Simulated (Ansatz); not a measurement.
Ni: the change of pressure with volume scale

Results calculated with Ansatz 0.2.0, not measured. Periodic Kohn-Sham DFT of a crystal at fixed atoms, scaled to volume_scale times the given cell; pressure positive in compression, energy less spherical unpolarised free atoms, largest_vzz the field gradient of largest size among the nuclei.

The cell before it is scaled or strained (space group Fm-3m, No. 225):
```
Ni
1.0
      0.0000     1.7679     1.7679
      1.7679     0.0000     1.7679
      1.7679     1.7679     0.0000
Ni
1
Direct
  0.00000 0.00000 0.00000
```

Settings of every row: method frozen-core PAW; functional PBE; relativity scalar; k mesh 20x20x20; filling fermi-dirac; smearing width 0.05 eV; wave cutoff 420 eV; paw set soft_2.

Atom:
```
element  start moment (bohr magneton)
     Ni                           1.5
```

Limits: with one magnetic atom in the cell only parallel moments are possible.

```
row  volume scale  V (Å³/atom)  pressure (GPa)  cell moment (bohr magneton)
  1          0.94       10.388          10.599                         0.63
  2          0.95         10.5            8.02                        0.632
  3          0.96       10.611           5.589                        0.633
  4          0.98       10.832           1.143                        0.637
  5          0.99       10.942               ?                            ?
  6             1       11.052          -2.803                         0.64
  7          1.01       11.163          -4.604                        0.642
  8          1.02       11.274            -6.3                        0.643
  9          1.04       11.493          -9.397                        0.647
 10          1.05       11.604          -10.81                        0.649
 11          1.06       11.714          -12.14                        0.651
```

Question: what pressure should row 5 give?

Worked fit of pressure. Take u = (V_r/V)^(2/3) − 1 with V_r = 11.107 Å³ an atom, which is twice the finite (Eulerian) strain; such expansions in the strain, on which the Birch-Murnaghan equation of state is built, carry the rest volume and the bulk modulus. The shown rows have u = 0.04563, 0.03818, 0.03092, 0.01685, 0.00331, -0.00335, -0.0099, -0.02252, -0.02876, -0.03485. Least squares give pressure = −3.7015 + 272.902 × u + 888.95 × u² GPa; a straight line predicts inner rows, each left out in turn, worse (root mean square 0.51 against 0.011 GPa). The rows lie off it by -0.003, 0.006, 0.002, -0.006, -0.015, 0.002, 0.016, -0.001, 0.005, -0.008 (root mean square 0.0081 GPa). The pressure vanishes at u = 0.0130, or V = 10.89 Å³ an atom, and there the bulk modulus at fixed shape and fractions is B = −V dP/dV = (2/3)(1 + u) dP/du = 200 GPa. The withheld row has u = 0.01003, so the fit gives −3.7015 + 272.902 × (0.01003) + 888.95 × (0.01003)² = -0.875 GPa.

The calculation gave -0.889 GPa. The fit lies 0.014 GPa (1.6 % of the value, 0.062 % of the column's range) above it; its largest miss of a shown row is 0.016 GPa.

The other values of row 5: cell moment 0.638 bohr magneton.
